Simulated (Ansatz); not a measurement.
# Nb (Fm-3m) in Ansatz: notebook, part 2 of 2

Ansatz 0.2.0. The steps go on from the part before.

### 5 Single point, PBE

Input file input.yaml:

```yaml
crystal:
  lattice:
    - [0.0, 2.115, 2.115]
    - [2.115, 0.0, 2.115]
    - [2.115, 2.115, 0.0]
  atoms:
    - { symbol: Nb, position: [0.0, 0.0, 0.0] }
hamiltonian:
  xc: pbe
  pseudopotentials: { kind: paw }
kpoints:
  mp_grid: { grid: [11, 11, 11] }
scf:
  occupations: { method: gaussian, width: 0.012 }
output:
  forces: true
  stress: true
  eigenvalues: true
```

Potentials or basis: Ansatz PAW.

Started as:

```sh
ansatz run input.yaml --threads 2 --pin off --max-ram 5632MiB --backend cpu --events-out ev --progress --plain --runs-dir out
```

The log of the run:

```text
Warning: RAYON_NUM_THREADS=2 ignored (pool sized by the plan → 2); use --threads N
Engine: ansatz 0.2.0, aarch64-unknown-linux-gnu
Pseudopotentials: kind: paw
Pseudopotential: Nb, paw, valence charge 13, recommended cutoff 420 eV (normal), Nb.paw.azcp
Functional definition: PBE
  parameter kappa = 0.804
  parameter beta = 0.06672455060314922
  exchange = pbe_x(kappa = kappa, mu = beta*pi^2/3)
  correlation = pbe_c(beta = beta)
Crystal: 1 atoms, lattice volume = 18.922 Å³
Basis set: ecut = 420 eV, 339 PW (Γ), exchange–correlation on 40×40×40 points (8 copies of the dense FFT grid, shifted against one another)
Bands: 11, of which v1, the nominal top of the filled ones, is band 7 counted from 1 (6 counted from 0)
Symmetry: 48 space group operations
Space group: Fm-3m (ITA 225), of the structure as read, at distance tolerance 2.7e-5 Å
k-points: 56 of 1331
Non-local potential: Nb, projectors of the file, l = 0: 3, l = 1: 2, l = 2: 2, l = 3: 1
PAW form: soft (Blöchl's): semilocal exchange-correlation on the pseudo side does not see the compensation charge
PAW one-centre angular grid: Nb, 590 points (default); XC on 64 Gauss nodes
Initial density: superposition of atomic densities (neutral atoms: chi_scale 0, normalization atom), corrected by the library's trained network
Initial wavefunctions: pseudopotential atomic-orbital guess
Functional: x = pbe(κ = 0.804, μ = 0.2195149727645171), c = pbe(β = 0.06672455060314922)
SCF iter   1: F=—  HF=-4551.960023 eV  |F-HF|=—  |Δ(HF+E_count)|=         —  Δρ=2.53e-3  dr2=3.53e-4  ethr=1.77e-3  ⟨swp⟩=5.8  Hψ=3683  notcnv=0
preconditioner: auto → none  [insulator: Δε(μ)=0.019 eV  Ē_g=7.052 eV  σ=0.012 eV  W_gap=0.64  n_scr=0 (ndim 8)  ℏωp=19.1 eV  f_vac=0.000  D(μ)=1.90/eV (n_scr^D=26)  ε∞_Penn≈8.3]
SCF iter   2: F=—  HF=-4551.960257 eV  |F-HF|=—  |Δ(HF+E_count)|=   2.34e-4  Δρ=1.29e-3  dr2=8.80e-5  ethr=2.71e-6  ⟨swp⟩=2.9  Hψ=1572  notcnv=0  defer=16
SCF iter   3: F=—  HF=-4551.960353 eV  |F-HF|=—  |Δ(HF+E_count)|=   9.57e-5  Δρ=1.32e-4  dr2=1.76e-6  ethr=6.77e-7  ⟨swp⟩=2.1  Hψ=684  notcnv=0  defer=16
SCF iter   4: F=—  HF=-4551.960353 eV  |F-HF|=—  |Δ(HF+E_count)|=   1.26e-7  Δρ=4.54e-5  dr2=1.30e-7  ethr=1.35e-8  ⟨swp⟩=2.3  Hψ=776  notcnv=0  defer=16
iter 5 did not close the SCF: its close was put off for the readings that it lacked (scf_convergence_deferred on its scf_iter line)
SCF iter   5: F=-4551.960352 eV  HF=-4551.960352 eV  |F-HF|=2.11e-8  |Δ(HF+E_count)|=   3.30e-8  Δρ=1.39e-5  dr2=2.68e-8  ethr=9.96e-10  ⟨swp⟩=2.0  Hψ=937  notcnv=0  defer=16
SCF iter   6: F=-4551.960352 eV  HF=-4551.960352 eV  |F-HF|=1.00e-11  |Δ(HF+E_count)|=   1.10e-8  Δρ=1.09e-6  dr2=7.49e-11  ethr=2.06e-10  ⟨swp⟩=3.3  Hψ=2384  notcnv=0
SCF 1 converged in 6 iterations: F = -4551.960352 eV  dr2 = 7.49e-11
SCF converged after 6 iterations
Free energy (F): -4551.960352 eV
Harris-Foulkes:  -4551.960352 eV  (|F-HF|=1.00e-11)
Internal energy: -4551.960207 eV  (E = F + TS)
E sigma→0 (E₀):  -4551.960280 eV
Entropy (-TS):   -0.000145 eV (-0.145 meV/atom)
Fermi energy:    17.137696 eV
--- Per-component energies (eV) ---
  E_band       = -80.271927
  E_kinetic    = 393.651169
  E_local      = -722.275243  (includes V_loc(G=0)·N_el)
  E_nonlocal   = 119.622384
  E_hartree    = 224.303739
  E_xc         = -175.140906
  E_vxc        = -212.397679  (∫ρ·V_xc dr)
  E_paw        = -3073.274356  (= ΣΔE_a)
  E_vpaw       = -107.479953  (= ΣTr[D̂ρ^β])
  E_aug_tail   = 0.000008  (compensation charges beyond the density's cutoff)
  E_ewald      = -1318.847003
  E_smearing   = -0.000145  (= −TS)
  E_closure    = 0.000000  (closes the sum)
  Σ components = -4551.960352   (vs F -4551.960352, Δ=0.00e0)
--- Forces (eV/Å), atoms counted from 1 ---
  atom   1  Nb    -0.00000000    -0.00000000     0.00000000
  max |Σ_I F_I| component: 8.22e-33 eV/Å
--- Stress (GPa, compression-positive) ---
       -1.947751      -0.000000       0.000000
       -0.000000      -1.947751       0.000000
       -0.000000       0.000000      -1.947751
  P = ⅓ Tr σ = -1.9478 GPa (-19.478 kbar)
--- Band table (eV; the first three rows and the last of 56) ---
  k-point 0: bands = ["-37.6212", "-13.0401", "-13.0401", "-13.0401", "10.9659", "17.2489", "17.2489", "17.2489", "19.8157", "19.8157", "28.8852"]
  k-point 1: bands = ["-37.6065", "-13.1380", "-13.0523", "-13.0523", "11.2667", "17.0228", "17.3836", "17.3836", "19.7011", "19.7011", "29.4763"]
  k-point 2: bands = ["-37.5670", "-13.3951", "-13.0848", "-13.0848", "12.0603", "16.5867", "17.6221", "17.6221", "19.6061", "19.6061", "30.2726"]
  k-point 55: bands = ["-37.3733", "-13.8330", "-13.7708", "-13.4450", "14.5485", "15.6403", "16.4202", "19.1051", "22.0802", "26.4730", "27.0573"]
```

Run time: 0.61 s. Hardware: 2 threads of Arm Neoverse V1, shared host; peak memory 0.26 GiB.

Results:

```
Free energy            : -4551.9604 eV
Pressure               : -1.9 GPa
Band gap on the k mesh : none (metal or under the smearing width)
```

### 6 Single point, PBE

Edit input.yaml of step 5 so:

```diff
@@ -13,3 +13,3 @@
 scf:
-  occupations: { method: gaussian, width: 0.012 }
+  occupations: { method: gaussian, width: 0.013 }
 output:
```

Potentials or basis: Ansatz PAW.

Started as:

```sh
ansatz run input.yaml --threads 2 --pin off --max-ram 5632MiB --backend cpu --events-out ev --progress --plain --runs-dir out
```

Run time: 0.58 s. Hardware: 2 threads of Arm Neoverse V1, shared host; peak memory 0.26 GiB.

It converged, with:

* Free energy: -4551.9604 eV
* Pressure: -1.9 GPa
* Band gap on the k mesh: none (metal or under the smearing width)

Levels at points of the mesh, in eV from the Fermi level:
| k point | band 3 | band 4 | band 5 | band 6 | band 7 | band 8 | band 9 | band 10 |
| --- | --- | --- | --- | --- | --- | --- | --- | --- |
| (0.00, 0.00, 0.00) | -30.18 | -30.18 | -6.17 | 0.11 | 0.11 | 0.11 | 2.68 | 2.68 |

### 7 The runs side by side

```csv
task,level,cell,smearing,gap on the mesh (eV),pressure (GPa),relaxed volume (Å³/atom)
relaxation of cell and atoms,RPBE,relaxed,fermi-dirac 0.05 eV,none,0.0,19.04
relaxation of cell and atoms,revPBE,relaxed,fermi-dirac 0.05 eV,none,0.0,18.94
relaxation of cell and atoms,BLYP,relaxed,fermi-dirac 0.05 eV,none,0.0,19.41
single point,PBE,as given,gaussian 0.012 eV,none,-1.9,-
single point,PBE,as given,gaussian 0.013 eV,none,-1.9,-
```

Alike in all rows: potentials or basis Ansatz PAW; no spin polarisation; k mesh 11 × 11 × 11; cutoff (eV) 420.

Caveats: the plane-wave basis is chosen anew once the cell has moved, so the energies of steps on either side of that aren't comparable (some runs); the PAW data sets come from PBE, with cores solved anew for the run's functional, which leaves a small shift of forces and pressure (some runs).

Total energies depend on the potentials used, so only differences within one code and one set of settings carry meaning.
